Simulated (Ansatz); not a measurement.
# Electron scattering at the Σ5 (310) boundary in bcc Mo with C (interstitial), part 2 of 2

Wanted: what the Σ5 (310) boundary in bcc Mo with C (interstitial) costs an interconnect.

Ansatz 0.2.0; Ansatz plane-wave DFT, PBE, PAW files; relaxation of a bicrystal slab with its lowest layers held; PAW set soft_1 (the session's first sound run).

So far. Step 2 (Relaxing the bicrystal): The largest force component on a free atom ends at 0.023 eV/Å, under the tolerance of 0.03, after 7 steps.

## (3) Transmission across the boundary

Bulk layers of each grain are laid under and over the relaxed boundary, and a lead is named in the middle of each, away from the free faces. The mesh across the current, 20×20, is finer than the density's, because channels open and close sharply across the zone. Energies from -0.1 to 0.1 eV in steps of 0.05 eV are too few for the program's thermal sum, so it prints no conductance; for a metal the transmission near the Fermi level serves, at a fraction of the cost.

This step: Ansatz plane-wave DFT, PBE, PAW files; ballistic transport by layer matching (Landauer), zero bias; boundary relaxed in a short slab, bulk layers laid on; PAW set soft_1 (Ansatz 0.2.0).

System of this step: Σ5 (310) boundary in bcc Mo with C (interstitial). The cell holds 45 atoms: 44 Mo and 1 C. Cell: a = 5.219 Å, b = 3.147 Å, c = 51.300 Å, α = 90.0°, β = 90.0°, γ = 72.5°. It derives from Mo. Regions: lower grain, 18 atoms (18 Mo); boundary, 13 atoms (12 Mo and 1 C); upper grain, 14 atoms (14 Mo). Vacuum lies along c.

Contents of input.yaml:

```yaml
crystal:
  lattice:
    - [5.2187091076, 0.0, 0.0]
    - [0.9488562014, 3.0005467684, 0.0]
    - [0.0, 0.0, 51.2997348258]
  atoms:
    - { symbol: Mo, position: [-9.2000000002, -6.8999999999, 0.0779731126] }
    - { symbol: Mo, position: [-8.8000000002, -6.5999999999, 0.0973722144] }
    - { symbol: Mo, position: [-8.4000000001, -6.2999999999, 0.1167713163] }
    - { symbol: Mo, position: [-8.0000000001, -5.9999999999, 0.1361704181] }
    - { symbol: Mo, position: [-7.6000000001, -5.6999999999, 0.1555695199] }
    - { symbol: Mo, position: [-7.2000000001, -5.3999999999, 0.1749686217] }
    - { symbol: Mo, position: [-6.8000000001, -5.0999999999, 0.1943677236] }
    - { symbol: Mo, position: [-6.4000000001, -4.7999999999, 0.2137668254] }
    - { symbol: Mo, position: [-6.0000000001, -4.4999999999, 0.2331659272] }
    - { symbol: Mo, position: [-5.6000000001, -4.1999999999, 0.2525650291] }
    - { symbol: Mo, position: [-5.2000000001, -3.8999999999, 0.2719641309] }
    - { symbol: Mo, position: [-4.8000000001, -3.6, 0.2913632327] }
    - { symbol: Mo, position: [-4.4000000001, -3.3, 0.3107623346] }
    - { symbol: Mo, position: [-4.0, -3.0, 0.3301614364] }
    - { symbol: Mo, position: [-3.6, -2.7, 0.3495605382] }
    - { symbol: Mo, position: [-3.2, -2.4, 0.36895964] }
    - { symbol: Mo, position: [-2.8, -2.1, 0.3883587419] }
    - { symbol: Mo, position: [-2.4, -1.8, 0.4077578437] }
    - { symbol: Mo, position: [1.0, 0.5, 0.4271569455] }
    - { symbol: Mo, position: [0.4002292812, 0.7998853594, 0.4464951145] }
    - { symbol: Mo, position: [0.7991603535, 0.1004198233, 0.4662457993] }
    - { symbol: Mo, position: [0.1878823581, 0.4060588209, 0.4858194598] }
    - { symbol: Mo, position: [0.5903050056, 0.7048474972, 0.504286251] }
    - { symbol: Mo, position: [0.0347964273, -0.0173982136, 0.5291217085] }
    - { symbol: C, position: [0.3530852487, 0.3234573756, 0.5290627061] }
    - { symbol: Mo, position: [0.5885533097, 0.7057233451, 0.5538496311] }
    - { symbol: Mo, position: [0.1869427088, 0.4065286456, 0.5722680777] }
    - { symbol: Mo, position: [0.7971433975, 0.1014283013, 0.5919548942] }
    - { symbol: Mo, position: [0.3958992055, 0.8020503972, 0.6116743383] }
    - { symbol: Mo, position: [0.9974720336, 0.5012639832, 0.6309987648] }
    - { symbol: Mo, position: [0.5987336031, 0.2006331984, 0.6504394618] }
    - { symbol: Mo, position: [-2.8012663969, -2.0993668015, 0.6698385636] }
    - { symbol: Mo, position: [-3.2012663969, -2.3993668015, 0.6892376654] }
    - { symbol: Mo, position: [-3.6012663969, -2.6993668015, 0.7086367673] }
    - { symbol: Mo, position: [-4.0012663969, -2.9993668015, 0.7280358691] }
    - { symbol: Mo, position: [-4.4012663969, -3.2993668015, 0.7474349709] }
    - { symbol: Mo, position: [-4.8012663969, -3.5993668015, 0.7668340728] }
    - { symbol: Mo, position: [-5.201266397, -3.8993668015, 0.7862331746] }
    - { symbol: Mo, position: [-5.601266397, -4.1993668015, 0.8056322764] }
    - { symbol: Mo, position: [-6.001266397, -4.4993668015, 0.8250313783] }
    - { symbol: Mo, position: [-6.401266397, -4.7993668015, 0.8444304801] }
    - { symbol: Mo, position: [-6.801266397, -5.0993668015, 0.8638295819] }
    - { symbol: Mo, position: [-7.201266397, -5.3993668015, 0.8832286837] }
    - { symbol: Mo, position: [-7.601266397, -5.6993668015, 0.9026277856] }
    - { symbol: Mo, position: [-8.001266397, -5.9993668015, 0.9220268874] }
kpoints:
  mp_grid: { grid: [8, 8, 1] }
hamiltonian:
  xc: pbe
  pseudopotentials: { kind: paw, azcp: { folder: soft_1 } }
scf:
  occupations: { method: fermi_dirac, width: 0.1 }
output:
  transmission:
    leads: [[10, 11], [36, 37]]
    kmesh: [20, 20]
    e_range: [-0.1, 0.1]
    de: 0.05
  write_potential: true
  write_density: true
  volumetric_format: npy
  elf: true
```

Started as:

```console
> ansatz run input.yaml --threads 4 --pin off --max-ram 15360MiB --backend cpu --events-out ev --progress --plain --runs-dir out
```

Numbers of over 12 decimals in the logs are rounded to 6 here.

The program printed:

```text
[...]
Crystal: 45 atoms, lattice volume = 803.302 Å³
Basis set: ecut = 420 eV, 15791 PW (Γ)
Bands: 372, of which v1, the nominal top of the filled ones, is band 310 counted from 1 (309 counted from 0)
Symmetry: 2 space group operations
[...]
k-points: 21 of 64 (time reversal used)
[...]
SCF iter   1: F=—  HF=-218344.250246 eV  |F-HF|=—  |Δ(HF+E_count)|=         —  Δρ=1.04e-1  dr2=5.54e2  ethr=3.10e-3  ⟨swp⟩=6.0  Hψ=27402  notcnv=0
[...]
SCF iter  12: F=-218310.411276 eV  HF=-218310.411276 eV  |F-HF|=2.06e-8  |Δ(HF+E_count)|=   1.68e-7  Δρ=1.57e-6  dr2=6.03e-8  ethr=1.61e-11  ⟨swp⟩=15.1  Hψ=24547  notcnv=0
SCF 1 converged in 12 iterations: F = -218310.411276 eV  dr2 = 6.03e-8
[...]
transmission: 703 of 6993 steps passed
transmission: 1400 of 6993 steps passed
[...]
transmission: 6993 of 6993 steps passed
WARN: The output density's exchange-correlation potential varies sharply where the density is thin. Do not read a vacuum level from v_tot or v_xc, or from such a field of the output density. On a cell that repeats whose density bears no net charge and no dipole along the vacuum's axis use v_es (v_loc + v_h of the components); under efield.dipole_correction with no amplitude use v_es + v_field, which holds any externa [...]
SCF converged after 12 iterations
Free energy (F): -218310.411276 eV
[...]
Internal energy: -218309.309857 eV  (E = F + TS)
E sigma→0 (E₀):  -218309.860566 eV
Entropy (-TS):   -1.101418 eV (-24.476 meV/atom)
Fermi energy:    17.644771 eV
[...]
--- Band table (eV; the first three rows and the last of 21) ---
  k-point 0: bands = [... 306 lower, 17.3817, 17.4087, 17.4784, 17.5280, 17.5441, 17.5587, 17.6249, 17.6429, ... 58 higher]
  k-point 1: bands = [... 306 lower, 17.1645, 17.2449, 17.2637, 17.3409, 17.4200, 17.4508, 17.5227, 17.5869, ... 58 higher]
  k-point 2: bands = [... 306 lower, 16.9574, 16.9676, 17.0873, 17.1413, 17.3818, 17.3975, 17.6330, 17.6792, ... 58 higher]
  k-point 20: bands = [... 306 lower, 17.5835, 17.6351, 17.6471, 17.6669, 17.7150, 17.7489, 17.7585, 17.8077, ... 58 higher]
--- Transmission ---
  basis      : 141 plane waves across, 63 finite elements along
  points     : 111, standing for a mesh of 20 x 20
  energies   : 5 from -0.100000 to 0.100000 eV about the Fermi level, 0.050000 eV apart; the leads are filled to 0.000000 eV, and channels, transmission and decay are at 0.000000 eV
  crystal 0  : Mo2, at the sites [10, 11], period 1.9903 Å, over 19.90 Å; its Hamiltonian steps by up to 8.7 meV
    offset         : up to 0.0000 Å between an atom of the period and one for which it stands
    channels       : 2.495000e0 a spin
    conductance    : none, the energies end too early or step too widely for 300 K: set another output.transmission.e_range or a lower de, or, where they end at an eighth of basis.ecutwfc, a higher one
    slowest decay  : 0.0227 /Å at (0.4500, 0.3000)
[...]
channels       : 2.485000e0 a spin
[...]
slowest decay  : 0.0234 /Å at (0.4500, 0.3000)
  junction   : crystal 0 to crystal 1, 13.45 to 37.84 Å
    transmission   : 8.255993e-1 a spin
[...]
```

Wall time 20 min (4 threads of Arm Neoverse V1, shared host); peak memory 9.2 GiB; 72 min of CPU time.

In the SCF lines HF is the Harris–Foulkes energy and dr2 the Hartree energy of the density residual, in eV; the loop may stop once dr2 is under the threshold and the program's other checks hold. Hψ counts applications of the Hamiltonian.

This step gave:

| Property | Result |
| --- | --- |
| free energy | -218310.4113 eV |
| energy at zero smearing | -218309.8606 eV |
| Fermi energy | 17.64 eV |
| cell area | 15.66 Å² |
| transmission per spin nearest the Fermi level | 0.8256 |
| open channels per spin nearest the Fermi level | 2.495 |
| open channels per spin, upper lead | 2.485 |
| step of the lead's potential | 8.7 meV |
| step of the upper lead's potential | 8.9 meV |

Per spin. Transmission, zone mean against energy, zero at the Fermi level:

```
energy (eV)  transmission, zone mean
    -0.1000                    0.793
    -0.0500                    0.800
     0.0000                    0.826
     0.0500                    0.823
     0.1000                    0.876
```

Per spin. The open channels, zone mean by energy, zero at the Fermi level:

```
energy (eV)  lead  upper lead
    -0.1000  2.52        2.52
    -0.0500  2.52        2.50
     0.0000  2.50        2.48
     0.0500  2.59        2.58
     0.1000  2.67        2.67
```

Transmission over k1 and k2. At 0.0000 eV from the Fermi level.

Ten even steps from '0' (0.00) to '9' (4.15):
```
00001100001111111111
00010100001111011110
01000010000010010000
10000010000000000000
00000011000000000011
00000120120000021021
01100001222222221000
44445444543434544454
77644445666666544446
89644446777776444469
76444456666665444467
44544454343454445444
00001222222221000011
01201200000210210000
01100000000001100000
10000000000000100000
00000100100000100001
00111101111000010100
01111111111000011000
01111111110111111111
```
Columns: k1 (b1) from -0.5 to 0.45; rows upwards: k2 (b2) from -0.5 to 0.45.

Open channels over k1 and k2. At 0.0000 eV from the Fermi level.

Ten even steps from '0' (0.00) to '9' (7.00):
```
24445544424444444444
22221222224422122442
01111110001122221100
11111110001222221000
11111111011111111011
11111112211111112211
22222222242222422222
55577557755555775577
88877577777777775778
89877777878787777789
88775777777777757788
57755775555577557755
22222242222422222222
11122111111122111111
11101111111101111111
10001222221000111111
00011222211000111111
22442212244222221222
24444444444244455444
24445454442444545444
```
Columns: k1 (b1) from -0.5 to 0.45; rows upwards: k2 (b2) from -0.5 to 0.45.

ELF in the ca plane at fractional y = 0.300, with atoms of Mo and C within 0.2 Å of it. It is the smooth field of the valence electrons, not physical close to the nuclei.

Ten even steps from '0' (0.14) to '9' (0.74), each cell a mean:
```
12223442355322222223431121134322222224653244
23212443222222344224431111234422443222222344
11112222223323677323322222223323776223322222
11122245413422787422211232112224887224314542
22332599831432454222100121001222464134138985
22431798941442210243101232001341012244159896
51220599842443322344225787422443223444248994
82131255313433442112259879842211344334313552
93144211024433431122159505941221134334420112
72244443334444424787129637922787324444433344
12321243111234317989307999604989613432112442
24310132134224316989413454315989513422421231
44321222588513413786221000123687224315874222
21222332588613432221231111132122234226885233
```
Columns run along c (16.0 Å, from fractional 0.36 to 0.67 of the cell), rows up along a (5.2 Å). Atoms in or near the plane, at fractional coordinates: C at (0.53, 0.35).

Electrostatic potential energy in the ca plane at fractional y = 0.300, with atoms of Mo and C within 0.2 Å of it. With pseudopotentials it is smooth inside the atoms' cores, unlike the true potential.

Ten even steps from '0' (-43 eV) to '9' (19 eV), each cell a mean:
```
87889999644689988999999777999999889986447999
76689999887898656899999888999998656898788999
86789998999997313699999999999996314799999899
98899855689997313699999999999986213799986568
99998510269998645899999999999997546899962015
89998300059999888999999999999999888999840003
48998400169999999999999989999999999999951014
16999744589999999999998535999999999999985457
05999988999999998767897202898767899999998889
37999999999999996213798313896312699999999999
79999999999999983000589768984000489999999999
99999999766799984001589999985100489997668999
99999998522589996324799888997424799985236899
99999998511489998878999777999878999974125899
```
Columns run along c (16.0 Å, from fractional 0.36 to 0.67 of the cell; values clipped at the 3rd and 97th percentile), rows up along a (5.2 Å). Atoms in or near the plane, at fractional coordinates: C at (0.53, 0.35).

Valence density in the ca plane at fractional y = 0.300, with atoms of Mo and C within 0.2 Å of it. It is the smooth field of the valence electrons, not physical close to the nuclei.

Ten even steps from '0' (0.2 e/Å³) to '9' (6.3 e/Å³), each cell a mean:
```
00000000122100000000000000000000000001221000
01100000000000121000000000000000121000000000
00000000000001343100000000000001342000000000
00000012100000343100000000000001353000001210
00000257410000121000000000000000121000014752
00000389620000000000000000000000000000027983
20000267510000000000000000000000000000015862
51000022100000000000000111000000000000001220
61000000000000000010001222000010000000000000
30000000000000001453000121001353100000000000
00000000000000003896100110002797200000000000
00000000011000002786100000002687200000110000
00000000134100001342000000000243100002431000
00000000244200000000000000000000000002541000
```
Columns run along c (16.0 Å, from fractional 0.36 to 0.67 of the cell), rows up along a (5.2 Å). Atoms in or near the plane, at fractional coordinates: C at (0.53, 0.35).

Over the solved energies the transmission per spin lies between 0.793 and 0.876, out of 2.56 channels of the lead on average (up to 2.67).

## (4) Specific resistance

This step: Ansatz plane-wave DFT, PBE, PAW files; ballistic transport by layer matching (Landauer), zero bias; specific resistance of the boundary; PAW set soft_1 (Ansatz 0.2.0).

This step gave:

| Property | Result |
| --- | --- |
| area resistance | 1.663 fΩ m² |
| T over the leads' mean channel count | 0.3224 |

Averaged over the energies near the Fermi level, 32.2 % of the channels pass, which makes 1.66 fΩ m².

By hand, with T and the leads' channels N averaged over the energies near the Fermi level: RA = A (h/2e²)(1/T − ½[1/N₁ + 1/N₂]) = 15.66×10⁻²⁰ m² × 12 906 Ω × (1/0.8236 − ½[1/2.557 + 1/2.553]) = 1.66 fΩ m².

## (5) Outcome

| Quantity | Value |
| --- | --- |
| specific resistance of the boundary | 1.66 fΩ m² |
| share of channels that pass | 0.322 |

What this shows: The boundary has a specific resistance of 1.7 fΩ m². The boundary reflects 68 % of the channels; 1.7 fΩ m² is 17×10⁻¹² Ω·cm². That equals the resistance of 30 nm of bulk Mo at 300 K (measured 5.52 µΩ cm, CRC Handbook of Chemistry and Physics, 84th ed., 2003, Electrical Resistivity of Pure Metals). One C in 15.7 Å² of boundary is a high coverage. One starting structure was relaxed; another shift or atom count at the boundary may lie lower.

[Logs are printed without paths, hosts, clocks, repeated set-up lines and the standing remarks that a program may print on its own settings, such as how far it seeks lower states.]

[Hosts, paths, dates, database ids (printed as entryN), source tags and the programs' standing remarks are cut or masked in the printed files.]
